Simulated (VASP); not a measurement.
# Hf (P6_3/mmc) in VASP: further runs, part 2 of 2

VASP 6.6.1. Earlier steps stand in the parts before.

## 6. Relaxation of cell and atoms, PBE

This run uses another cell than the first one, of 22.43 Å³/atom, 1.002 times its volume.

File INCAR:

```
SYSTEM = Hf
PREC = Accurate
ENCUT = 600
EDIFF = 1E-7
ISMEAR = 1
SIGMA = 0.1
LREAL = .FALSE.
LASPH = .TRUE.
NELM = 80
ALGO = Normal
ISIF = 3
LWAVE = .FALSE.
LCHARG = .FALSE.
GGA = PE
IBRION = 2
NSW = 90
EDIFFG = -0.005
KPAR = 2
```

File KPOINTS:

```
Automatic mesh
0
G
  15 15 7
  0 0 0
```

File POSCAR:

```
Hf                                      
1.0
    3.2007220950      0.0000000000      0.0000000000
   -1.6003610475      2.7719066448      0.0000000000
   -0.0000000000     -0.0000000000      5.0570330316
  Hf            
     2
Direct
     0.3333333332999970    0.6666666667000030    0.2500000000000000
     0.6666666667000030    0.3333333332999970    0.7500000000000000
```

Potentials or basis: VASP PAW PBE potentials, release 64 (Hf_pv).

Launch:

```sh
$ cat potpaw_PBE.64/Hf_pv/POTCAR > POTCAR
$ mpirun -np 2 vasp_std > vasp.out
```

OUTCAR:

```text
SYSTEM = Hf
   PREC = Accurate
   ENCUT = 600
   EDIFF = 1E-7
   ISMEAR = 1
   LREAL = .FALSE.
   LASPH = .TRUE.
   NELM = 80
   ISIF = 3
   GGA = PE
   IBRION = 2
   NSW = 90
   EDIFFG = -0.005

 ion  position               nearest neighbor table
   1  0.333  0.667  0.250-   2 3.13   2 3.13   2 3.13   2 3.13   2 3.13   2 3.13
   2  0.667  0.333  0.750-   1 3.13   1 3.13   1 3.13   1 3.13   1 3.13   1 3.13

  LATTYP: Found a hexagonal cell.
 ALAT       =     3.2007220950
 C/A-ratio  =     1.5799662956

  Lattice vectors:

 A1 = (   3.2007220950,   0.0000000000,   0.0000000000)
 A2 = (  -1.6003610475,   2.7719066448,   0.0000000000)
 A3 = (   0.0000000000,   0.0000000000,   5.0570330316)

Analysis of symmetry for initial positions (statically):
=====================================================================
 Subroutine PRICEL returns:
 Original cell was already a primitive cell.

 Routine SETGRP: Setting up the symmetry group for a
 hexagonal supercell.

 Subroutine GETGRP returns: Found 24 space group operations
 (whereof 12 operations were pure point group operations)
 out of a pool of 24 trial point group operations.

The static configuration has the point symmetry D_3d.
 The point group associated with its full space group is D_6h.

Analysis of symmetry for dynamics (positions and initial velocities):
=====================================================================
 Subroutine PRICEL returns:
 Original cell was already a primitive cell.

 Routine SETGRP: Setting up the symmetry group for a
 hexagonal supercell.

 Subroutine GETGRP returns: Found 24 space group operations
 (whereof 12 operations were pure point group operations)
 out of a pool of 24 trial point group operations.

The dynamic configuration has the point symmetry D_3d.
 The point group associated with its full space group is D_6h.

 Subroutine INISYM returns: Found 24 space group operations
 (whereof 12 operations are pure point group operations),
[... 127 lines left out ...]
 conjugate gradient relaxation of ions
 non-spin polarized calculation
 Methfessel and Paxton  Order N= 1 SIGMA  =   0.10
  energy-cutoff  :      600.00
  volume of cell :       44.87
 maximum number of plane-waves:      1520
 NGX is ok and might be reduce to    28
   NGX = 13   NGY = 13   NGZ = 21

 number of electron      20.0000001 magnetization

 Free energy of the ion-electron system (eV)
  ---------------------------------------------------
  ext. energy  EPLUGINS =         0.00000000
  ---------------------------------------------------
  free energy    TOTEN  =       -19.84944053 eV

  energy without entropy =      -19.84988575  energy(sigma->0) =      -19.84958894

 E-fermi :   4.9151     XC(G=0): -11.2704

 val. band max:        4.9117141609   @ k =   0.0000   0.0000   0.2857
 cond. band min:       4.9442098453   @ k =   0.4000   0.2000   0.2857
 fundamental gap:      0.0324956844
 Fermi energy:         4.9151130715

 k-point     1 :       0.0000    0.0000    0.0000
  band No.  band energies     occupation
      1     -26.1805      2.00000
      2     -25.4403      2.00000
      3     -25.4403      2.00000
      4     -25.3191      2.00000
      5     -25.3127      2.00000
      6     -25.3127      2.00000
      7      -2.4722      2.00000
      8       1.2038      2.00000
      9       5.5417     -0.00000
     10       6.0782     -0.00000
     11       6.0782     -0.00000
     12       6.3689     -0.00000
     13       6.9002     -0.00000
     14       6.9002     -0.00000
[... 377 lines left out ...]
      1     -25.9441      2.00000
      2     -25.8017      2.00000
      3     -25.7591      2.00000
      4     -25.7119      2.00000
      5     -25.5858      2.00000
      6     -25.5272      2.00000
      7       2.3191      2.00000
      8       2.7588      2.00000
      9       2.9413      2.00000
     10       3.6639      2.00000
     11       5.2971     -0.00000
     12       5.5483     -0.00000
     13       6.7594     -0.00000
     14       9.9583      0.00000

 [... further k-points ...]

------------------------ aborting loop because EDIFF is reached ----------------------------------------

  FORCE on cell =-STRESS in cart. coord.  units (eV):
  Direction    XX          YY          ZZ          XY          YZ          ZX
  --------------------------------------------------------------------------------------
  -------------------------------------------------------------------------------------
  Total        0.0020066      0.0020066     -0.0027149     -0.0000000      0.0000000     -0.0000000
  in kB        0.0716542      0.0716542     -0.0969504     -0.0000000      0.0000000     -0.0000000
  external PRESSURE =       0.0154527 kB  Pullay stress =       0.0000000 kB

 VOLUME and BASIS-vectors are now :
 -----------------------------------------------------------------------------
  energy-cutoff  :      600.00
  volume of cell :       44.87
      direct lattice vectors                 reciprocal lattice vectors
     3.200722095  0.000000000  0.000000000     0.312429499  0.180381255  0.000000000
    -1.600361048  2.771906645  0.000000000     0.000000000  0.360762510  0.000000000
     0.000000000  0.000000000  5.057033032     0.000000000  0.000000000  0.197744407

 POSITION                                       TOTAL-FORCE (eV/Angst)
 -----------------------------------------------------------------------------------
     -0.00000      1.84794      1.26426        -0.000000      0.000000      0.000000
      1.60036      0.92397      3.79277         0.000000     -0.000000      0.000000
 -----------------------------------------------------------------------------------
    total drift:                               -0.000000      0.000000     -0.000000

  FREE ENERGIE OF THE ION-ELECTRON SYSTEM (eV)
  ---------------------------------------------------
  free  energy   TOTEN  =       -19.8494405288 eV

  energy  without entropy=      -19.8498857533  energy(sigma->0) =      -19.84958894

 reached required accuracy - stopping structural energy minimisation
```

OSZICAR:

```text
N       E                     dE             d eps       ncg     rms          rms(c)
DAV:   1     0.509655959881E+02    0.50966E+02   -0.12603E+04  3024   0.151E+03
DAV:   2    -0.183817176600E+02   -0.69347E+02   -0.68105E+02  3762   0.286E+02
DAV:   3    -0.205422442959E+02   -0.21605E+01   -0.21003E+01  4062   0.321E+01
DAV:   4    -0.205674506118E+02   -0.25206E-01   -0.25179E-01  3534   0.397E+00
DAV:   5    -0.205678477362E+02   -0.39712E-03   -0.39707E-03  4220   0.407E-01    0.651E+01
DAV:   6    -0.200415183576E+02    0.52633E+00   -0.50921E-01  3246   0.551E+00    0.384E+01
DAV:   7    -0.198589334026E+02    0.18258E+00   -0.84692E-01  3264   0.681E+00    0.189E+00
DAV:   8    -0.198493287613E+02    0.96046E-02   -0.53799E-02  3408   0.178E+00    0.178E-01
DAV:   9    -0.198494502812E+02   -0.12152E-03   -0.11892E-03  4248   0.275E-01    0.203E-01
DAV:  10    -0.198494378198E+02    0.12461E-04   -0.58488E-05  3520   0.620E-02    0.276E-01
DAV:  11    -0.198494405909E+02   -0.27711E-05   -0.81513E-06  3948   0.252E-02    0.110E-02
DAV:  12    -0.198494407409E+02   -0.15006E-06   -0.54468E-07  3846   0.573E-03    0.737E-03
DAV:  13    -0.198494406174E+02    0.12353E-06   -0.12652E-08  2520   0.103E-03    0.330E-03
DAV:  14    -0.198494405288E+02    0.88593E-07   -0.27723E-09  2208   0.500E-04
   1 F= -.19849441E+02 E0= -.19849589E+02  d E =-.198494E+02
```

Run time: 27 s. Hardware: 2 MPI ranks of Intel Xeon Platinum 8559C (Emerald Rapids), shared host; peak memory 0.22 GiB.

Results:

- Free energy: -19.8494 eV
- Pressure after relaxing: 0.0 GPa
- Band gap on the k mesh: none (metal or under the smearing width)

Final structure:
```cif
data_structure
_symmetry_space_group_name_H-M 'P 1'
_symmetry_Int_Tables_number 1
_cell_length_a 3.2007
_cell_length_b 3.2007
_cell_length_c 5.0570
_cell_angle_alpha 90.000
_cell_angle_beta 90.000
_cell_angle_gamma 120.000
_cell_volume 44.87
loop_
_atom_site_label
_atom_site_type_symbol
_atom_site_fract_x
_atom_site_fract_y
_atom_site_fract_z
_atom_site_occupancy
Hf1 Hf 0.33333 0.66667 0.25000 1
Hf2 Hf 0.66667 0.33333 0.75000 1
```

Caveat: the relaxation stopped at its first step, so nothing moved. The run has no spin-orbit coupling, so splittings on Hf are missing.

## 7. Summary

| task | level | cell | gap on the mesh (eV) | pressure (GPa) |
| --- | --- | --- | --- | --- |
| relaxation of shape and atoms at fixed volume | PBEsol | atoms relaxed at fixed volume from: a relaxed cell with its volume scaled by 1.02 | none | -2.2 |
| relaxation of shape and atoms at fixed volume | PBEsol | atoms relaxed at fixed volume from: a relaxed cell with its volume scaled by 1.04 | none | -4.2 |
| relaxation of shape and atoms at fixed volume | PBEsol | atoms relaxed at fixed volume from: a relaxed cell with its volume scaled by 1.06 | none | -6.1 |
| relaxation of cell and atoms | PBE | relaxed | none | 0.0 |

Alike in all rows: potentials or basis VASP PAW PBE potentials, release 64 (Hf_pv); no spin polarisation; k mesh 15 × 15 × 7; cutoff (eV) 600; smearing methfessel-paxton 0.1 eV.

Caveats: the PAW data sets were made with another functional, which shifts forces and pressure a little (some runs); the relaxation stopped at its first step, so nothing moved (some runs).

Total energies depend on the potentials used, so only differences within one code and one set of settings carry meaning.
